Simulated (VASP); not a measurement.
# CuI (F-43m) in VASP: notebook

One crystal, CuI, is run at these levels: PBE, LDA; tasks: single point.

All numbers are computed with VASP 6.6.1; they aren't measurements. Logs are shortened: lines on timing, memory, paths and dates and some standing lists are left out, and cuts for length are marked.

## (1) The crystal as given

It takes space group F-43m (No. 216, cubic). Conventional cell: a = 6.024 Å, b = 6.024 Å, c = 6.024 Å, α = 90.00°, β = 90.00°, γ = 90.00°. Cu (site symmetry -43m) has 4 I at 2.61 Å as nearest neighbours. I (site symmetry -43m) has 4 Cu at 2.61 Å as nearest neighbours.

The cell was built by a generator and needn't be a form met in nature.

## (2) Single point, PBE

Input file INCAR:

```
SYSTEM = CuI
  ALGO = Fast
  EDIFF = 1E-6
  ENCUT = 520
  GGA = PE
  ISIF = 2
  ISMEAR = 0
  LASPH = .True.
  LCHARG = .False.
  LREAL = .False.
  LWAVE = .False.
  NBANDS = 16
  NELM = 60
  PREC = Accurate
  SIGMA = 0.01
```

Input file KPOINTS:

```
k-points
0
Gamma
  6 6 6
  0 0 0
```

Input file POSCAR:

```
CuI
1.0
    0.0000000000      3.0120291186      3.0120291186
    3.0120291186      0.0000000000      3.0120291186
    3.0120291186      3.0120291186      0.0000000000
Cu I
1 1
Direct
    0.0000000000      0.0000000000      0.0000000000
    0.2500000000      0.2500000000      0.2500000000
```

Potentials or basis: VASP PAW PBE potentials, release 64 (Cu, I).

Run with:

```console
> cat potpaw_PBE.64/Cu/POTCAR potpaw_PBE.64/I/POTCAR > POTCAR
> mpirun -np 1 vasp_std > vasp.out
```

OUTCAR:

```text
SYSTEM = CuI
   EDIFF = 1E-6
   ENCUT = 520
   GGA = PE
   ISIF = 2
   ISMEAR = 0
   LASPH = .True.
   LREAL = .False.
   NELM = 60
   PREC = Accurate

 ion  position               nearest neighbor table
   1  0.000  0.000  0.000-   2 2.61   2 2.61   2 2.61   2 2.61
   2  0.250  0.250  0.250-   1 2.61   1 2.61   1 2.61   1 2.61

  LATTYP: Found a face centered cubic cell.
 ALAT       =     6.0240582372

  Lattice vectors:

 A1 = (   0.0000000000,   3.0120291186,   3.0120291186)
 A2 = (   3.0120291186,   0.0000000000,   3.0120291186)
 A3 = (   3.0120291186,   3.0120291186,   0.0000000000)

Analysis of symmetry for initial positions (statically):
=====================================================================
 Subroutine PRICEL returns:
 Original cell was already a primitive cell.

 Routine SETGRP: Setting up the symmetry group for a
 face centered cubic supercell.

 Subroutine GETGRP returns: Found 24 space group operations
 (whereof 24 operations were pure point group operations)
 out of a pool of 48 trial point group operations.

The static configuration has the point symmetry T_d .

Analysis of symmetry for dynamics (positions and initial velocities):
=====================================================================
 Subroutine PRICEL returns:
 Original cell was already a primitive cell.

 Routine SETGRP: Setting up the symmetry group for a
 face centered cubic supercell.

 Subroutine GETGRP returns: Found 24 space group operations
 (whereof 24 operations were pure point group operations)
 out of a pool of 48 trial point group operations.

The dynamic configuration has the point symmetry T_d .

 Subroutine INISYM returns: Found 24 space group operations
 (whereof 24 operations are pure point group operations),
 and found     1 'primitive' translations

----------------------------------------------------------------------------------------

                                     Primitive cell

  volume of cell :      54.6522

  direct lattice vectors                    reciprocal lattice vectors
     0.000000000  3.012029119  3.012029119    -0.166001051  0.166001051  0.166001051
     3.012029119  0.000000000  3.012029119     0.166001051 -0.166001051  0.166001051
     3.012029119  3.012029119  0.000000000     0.166001051  0.166001051 -0.166001051

  length of vectors
     4.259652430  4.259652430  4.259652430     0.287522255  0.287522255  0.287522255

  position of ions in fractional coordinates (direct lattice)
     0.000000000  0.000000000  0.000000000
     0.250000000  0.250000000  0.250000000

  ion indices of the primitive-cell ions
   primitive index   ion index
                 1           1
                 2           2

----------------------------------------------------------------------------------------

 KPOINTS: k-points

Automatic generation of k-mesh.
 Grid dimensions read from file:
 generate k-points for:    6    6    6

 Generating k-lattice:

  Cartesian coordinates                     Fractional coordinates (reciprocal lattice)
    -0.027666842  0.027666842  0.027666842     0.166666667  0.000000000  0.000000000
     0.027666842 -0.027666842  0.027666842     0.000000000  0.166666667  0.000000000
     0.027666842  0.027666842 -0.027666842     0.000000000  0.000000000  0.166666667

  Length of vectors
     0.047920376  0.047920376  0.047920376

  Shift w.r.t. Gamma in fractional coordinates (k-lattice)
     0.000000000  0.000000000  0.000000000

 Subroutine IBZKPT returns following result:
 ===========================================

 Found     16 irreducible k-points:

 Following reciprocal coordinates:
            Coordinates               Weight
  0.000000  0.000000  0.000000      1.000000
  0.166667  0.000000  0.000000      8.000000
  0.333333  0.000000  0.000000      8.000000
  0.500000  0.000000  0.000000      4.000000
  0.166667  0.166667  0.000000      6.000000
  0.333333  0.166667  0.000000     24.000000
[... 8 lines left out ...]
 -0.333333  0.333333  0.166667     24.000000
 -0.333333  0.500000  0.166667     12.000000
   k-points           NKPTS =     16   k-points in BZ     NKDIM =     16   number of bands    NBANDS=     16
   number of dos      NEDOS =    301   number of ions     NIONS =      2
   total plane-waves  NPLWV =  32768
   dimension x,y,z NGX =    32 NGY =   32 NGZ =   32
   dimension x,y,z NGXF=    64 NGYF=   64 NGZF=   64
   ions per type =               1   1
   NGX,Y,Z   is equivalent  to a cutoff of  12.49, 12.49, 12.49 a.u.
   NGXF,Y,Z  is equivalent  to a cutoff of  24.98, 24.98, 24.98 a.u.
 SYSTEM =  CuI
   PREC   = accura    normal or accurate (medium, high low for compatibility)
   ISTART =      0    job   : 0-new  1-cont  2-samecut
   ICHARG =      2    charge: 1-file 2-atom 10-const
   ISPIN  =      1    spin polarized calculation?
   LNONCOLLINEAR =      F non collinear calculations
   LSORBIT =      F    spin-orbit coupling
   LASPH  =      T    aspherical Exc in radial PAW
   ENCUT  =  520.0 eV  38.22 Ry    6.18 a.u.   7.92  7.92  7.92*2*pi/ulx,y,z
   NELM   =     60;   NELMIN=  2; NELMDL= -5     # of ELM steps
   EDIFF  = 0.1E-05   stopping-criterion for ELM
   LREAL  =      F    real-space projection
   EDIFFG = 0.1E-04   stopping-criterion for IOM
   NSW    =      0    number of steps for IOM
   IBRION =     -1    ionic relax: 0-MD 1-quasi-New 2-CG
   NFREE  =      0    steps in history (QN), initial steepest desc. (CG)
   ISIF   =      2    stress and relaxation
   ISYM   =      2    0-nonsym 1-usesym 2-fastsym
   POTIM  = 0.5000    time-step for ionic-motion
   TEBEG  =    0.0;   TEEND  =   0.0 temperature during run
   PSTRESS=    0.0 pullay stress
   NELECT =      18.0000    total number of electrons
   NUPDOWN=      -1.0000    fix difference up-down
   EMIN   =  10.00;   EMAX   =-10.00  energy-range for DOS
   EFERMI =   0.00;   METHOD = LEGACY
   ISMEAR =     0;   SIGMA  =   0.01  broadening in eV -4-tet -1-fermi 0-gaus
   EFERMI_NEDOS =   21; number of points for ismear=-14 and -15
   IALGO  =     68    algorithm
   IMIX   =      4    mixing-type and parameters
     AMIX     =   0.40;   BMIX     =  1.00
     AMIX_MAG =   1.60;   BMIX_MAG =  1.00
  volume/ion in A,a.u.               =      27.33       184.41
  Fermi-wavevector in a.u.,A,eV,Ry     =   1.130568  2.136463 17.390734  1.278183
  Thomas-Fermi vector in A             =   2.267264
   LORBIT       =      0    0 simple, 1 ext, 2 COOP (PROOUT), +10 PAW based schemes
   GGA     = PE    functional components
   LHFCALC =     F    Hartree Fock is set to
   AEXX    =    0.0000 exact exchange contribution
   IVDW    =     0    specifies the selected vdW correction
   LEPSILON=     F    determine dielectric tensor
   LRPA    =     F    only Hartree local field effects (RPA)
 non-spin polarized calculation
 RMM-DIIS sequential band-by-band and
 Gauss-broadening in eV      SIGMA  =   0.01
  energy-cutoff  :      520.00
  volume of cell :       54.65
 maximum number of plane-waves:      1488
   NGX = 15   NGY = 15   NGZ = 15

 number of electron      18.0000016 magnetization

 Free energy of the ion-electron system (eV)
  ---------------------------------------------------
  ext. energy  EPLUGINS =         0.00000000
  ---------------------------------------------------
  free energy    TOTEN  =        -5.55439880 eV

  energy without entropy =       -5.55439880  energy(sigma->0) =       -5.55439880

 E-fermi :   4.6963     XC(G=0):  -9.0260

 val. band max:        4.6427949481   @ k =   0.0000   0.0000   0.0000
 cond. band min:       5.8374722358   @ k =   0.0000   0.0000   0.0000
 fundamental gap:      1.1946772877
 Fermi energy:         4.6963431314

 k-point     1 :       0.0000    0.0000    0.0000
  band No.  band energies     occupation
      1      -9.4694      2.00000
      2       0.9164      2.00000
      3       0.9164      2.00000
      4       0.9164      2.00000
      5       2.7111      2.00000
      6       2.7111      2.00000
[... 8 lines left out ...]
     15      14.2542      0.00000
     16      14.2542      0.00000

 k-point     2 :       0.1667    0.0000    0.0000
  band No.  band energies     occupation
      1      -9.3384      2.00000
      2       0.4108      2.00000
      3       0.9270      2.00000
      4       0.9270      2.00000
      5       2.7018      2.00000
      6       2.7018      2.00000
[... 8 lines left out ...]
     15      13.3961      0.00000
     16      13.8064      0.00000

 k-point     3 :       0.3333    0.0000    0.0000
  band No.  band energies     occupation
      1      -9.0499      2.00000
      2      -0.5779      2.00000
      3       0.9409      2.00000
      4       0.9409      2.00000
      5       2.7128      2.00000
      6       2.7128      2.00000
[... 8 lines left out ...]
     15      13.8904      0.00000
     16      13.8904      0.00000

 k-point     4 :       0.5000    0.0000    0.0000
  band No.  band energies     occupation
      1      -8.8892      2.00000
      2      -1.0581      2.00000
      3       0.9438      2.00000
      4       0.9438      2.00000
      5       2.7398      2.00000
      6       2.7398      2.00000
[... 8 lines left out ...]
     15      15.5683      0.00000
     16      15.5683      0.00000
[... 172 lines left out ...]
 k-point    14 :       0.5000    0.3333    0.1667
  band No.  band energies     occupation
      1      -8.8505      2.00000
      2      -0.5953      2.00000
      3       0.4324      2.00000
      4       0.8776      2.00000
      5       2.6476      2.00000
      6       2.7288      2.00000
[... 8 lines left out ...]
     15      15.6607      0.00000
     16      16.7679      0.00000

 k-point    15 :      -0.3333    0.3333    0.1667
  band No.  band energies     occupation
      1      -8.7405      2.00000
      2      -0.6469      2.00000
      3       0.1306      2.00000
      4       0.8383      2.00000
      5       2.6159      2.00000
      6       2.7124      2.00000
[... 8 lines left out ...]
     15      15.8416      0.00000
     16      16.5006      0.00000

 k-point    16 :      -0.3333    0.5000    0.1667
  band No.  band energies     occupation
      1      -8.6889      2.00000
      2      -0.7467      2.00000
      3       0.2754      2.00000
      4       0.7468      2.00000
      5       2.6644      2.00000
      6       2.6646      2.00000
[... 8 lines left out ...]
     15      16.2369      0.00000
     16      16.8192      0.00000

------------------------ aborting loop because EDIFF is reached ----------------------------------------

  FORCE on cell =-STRESS in cart. coord.  units (eV):
  Direction    XX          YY          ZZ          XY          YZ          ZX
  --------------------------------------------------------------------------------------
  -------------------------------------------------------------------------------------
  Total        0.3863113      0.3863113      0.3863113      0.0000000     -0.0000000      0.0000000
  in kB       11.3250586     11.3250586     11.3250586      0.0000000     -0.0000000      0.0000000
  external PRESSURE =      11.3250586 kB  Pullay stress =       0.0000000 kB

 VOLUME and BASIS-vectors are now :
 -----------------------------------------------------------------------------
  energy-cutoff  :      520.00
  volume of cell :       54.65
      direct lattice vectors                 reciprocal lattice vectors
     0.000000000  3.012029119  3.012029119    -0.166001051  0.166001051  0.166001051
     3.012029119  0.000000000  3.012029119     0.166001051 -0.166001051  0.166001051
     3.012029119  3.012029119  0.000000000     0.166001051  0.166001051 -0.166001051

 POSITION                                       TOTAL-FORCE (eV/Angst)
 -----------------------------------------------------------------------------------
      0.00000      0.00000      0.00000        -0.000000      0.000000      0.000000
      1.50601      1.50601      1.50601         0.000000     -0.000000     -0.000000
 -----------------------------------------------------------------------------------
    total drift:                               -0.000001     -0.000001     -0.000001

  FREE ENERGIE OF THE ION-ELECTRON SYSTEM (eV)
  ---------------------------------------------------
  free  energy   TOTEN  =        -5.5543987952 eV

  energy  without entropy=       -5.5543987952  energy(sigma->0) =       -5.55439880
```

Wall time 16 s (1 thread of Intel Xeon Platinum 8488C (Sapphire Rapids), shared host); peak memory 0.17 GiB.

Results:

```
Free energy            : -5.5544 eV
Pressure               : 1.1 GPa
Band gap on the k mesh : 1.19 eV, direct
```

Levels at points of the mesh, in eV from the valence-band top:
| k point | band 7 | band 8 | band 9 | band 10 | band 11 | band 12 |
| --- | --- | --- | --- | --- | --- | --- |
| (0.00, 0.00, 0.00) | 0.00 | 0.00 | 0.00 | 1.19 | 4.85 | 4.85 |
| (0.50, 0.00, 0.00) | -1.86 | -0.74 | -0.74 | 2.17 | 5.39 | 5.39 |
| (0.50, 0.50, 0.00) | -1.84 | -1.56 | -1.56 | 2.68 | 2.90 | 9.32 |

Caveat: spin-orbit coupling is left out, which moves the levels of the heavy elements. A hybrid or GW would open this gap; PBE tends to underestimate it.

## (3) Single point, PBE

Input file INCAR:

```
PREC = Accurate
ENCUT = 520
EDIFF = 1E-6
ISMEAR = 0
SIGMA = 0.01
LREAL = F
LASPH = T
NELM = 100
ALGO = Fast
ISIF = 2
LWAVE = F
LCHARG = T
GGA = PE
LELF = T
LVHAR = T
NBANDS = 16
```

Input file KPOINTS:

```
Automatic mesh
0
Gamma
  6 6 6
```

POSCAR is that of step 2.

Potentials or basis: VASP PAW PBE potentials, release 64 (Cu, I).

Run with:

```console
> cat potpaw_PBE.64/Cu/POTCAR potpaw_PBE.64/I/POTCAR > POTCAR
> mpirun -np 1 vasp_std > vasp.out
```

It took 14 s on 1 thread of Intel Xeon Platinum 8488C (Sapphire Rapids), shared host; peak memory 0.17 GiB.

Results (log left out):

* Free energy: -5.5544 eV
* Pressure: 1.1 GPa
* Band gap on the k mesh: 1.19 eV, direct

Levels at points of the mesh, in eV from the valence-band top:
```csv
k point,band 6,band 7,band 8,band 9,band 10,band 11,band 12,band 13
"(0.00, 0.00, 0.00)",-1.93,0.00,0.00,0.00,1.19,4.85,4.85,4.85
"(0.50, 0.00, 0.00)",-1.90,-1.86,-0.74,-0.74,2.17,5.39,5.39,7.44
"(0.50, 0.50, 0.00)",-1.87,-1.84,-1.56,-1.56,2.68,2.90,9.32,9.86
```

Caveat: spin-orbit coupling is left out, which moves the levels of the heavy elements.

## (4) Single point, LDA

Input file INCAR:

```
SYSTEM = CuI
  PREC = Accurate
  ENCUT = 520
  EDIFF = 1E-7
  ISMEAR = 0
  SIGMA = 0.01
  LREAL = .FALSE.
  LASPH = .TRUE.
  NELM = 100
  ALGO = Normal
  ISIF = 2
  LWAVE = .FALSE.
  LCHARG = .TRUE.
  LELF = .TRUE.
  LVHAR = .TRUE.
  NBANDS = 16
```

Input file KPOINTS:

```
Automatic mesh
0
G
  6 6 6
  0 0 0
```

POSCAR is that of step 3.

Potentials or basis: VASP PAW LDA potentials, release 64 (Cu, I).

Run with:

```console
> cat potpaw_LDA.64/Cu/POTCAR potpaw_LDA.64/I/POTCAR > POTCAR
> mpirun -np 1 vasp_std > vasp.out
```

It took 16 s on 1 thread of Intel Xeon Platinum 8488C (Sapphire Rapids), shared host; peak memory 0.15 GiB.

Results (log left out):

```
Free energy            : -6.9422 eV
Pressure               : -3.6 GPa
Band gap on the k mesh : 1.05 eV, direct
```

Levels at points of the mesh, in eV from the valence-band top:
```csv
k point,band 7,band 8,band 9,band 10,band 11,band 12
"(0.00, 0.00, 0.00)",0.00,0.00,0.00,1.05,4.85,4.85
"(0.50, 0.00, 0.00)",-1.93,-0.75,-0.75,2.08,5.39,5.39
"(0.50, 0.50, 0.00)",-1.91,-1.62,-1.62,2.58,2.84,9.17
```

Caveat: spin-orbit coupling is left out, which moves the levels of the heavy elements.
